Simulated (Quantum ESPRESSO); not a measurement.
## PbS: zone-centre phonons under several settings

```
CELL_PARAMETERS angstrom
2.07995 -5.99130 0.00000
2.07995 5.99130 0.00000
0.00000 0.00000 4.27932
ATOMIC_POSITIONS crystal
Pb 0.13056 0.86944 0.25000
Pb 0.86944 0.13056 0.75000
S 0.35480 0.64520 0.25000
S 0.64520 0.35480 0.75000
```

Measurements of this composition are mostly on another form, of space group No. 225.

All runs used Quantum ESPRESSO 7.5; potentials PseudoDojo 0.4.1 SR PBE standard; k mesh 4 × 4 × 4, shifted; given cell, atoms relaxed; no spin polarisation; cutoff 762 eV; occupations smeared at first, fixed for the response.

| level | pressure (GPa) | lowest optical mode without the field (cm⁻¹) | highest optical mode without the field (cm⁻¹) | sum of the Born charges (e) |
| --- | --- | --- | --- | --- |
| RPBE | 2.6 | 33 | 198 | 0.02 |
| rev-vdW-DF2 | ? | ? | ? | ? |

What stands in the row left open?

Pressure -0.3 GPa; lowest optical mode without the field 32 cm⁻¹; highest optical mode without the field 194 cm⁻¹; sum of the Born charges 0.00 e.

Caveats: the potentials were made for another functional, which shifts forces and pressure.

For the row left open. Caveat: the mesh is thin for the dielectric tensor, Born charges and intensities, which usually come out too large; the potentials were made for another functional, which shifts forces and pressure.
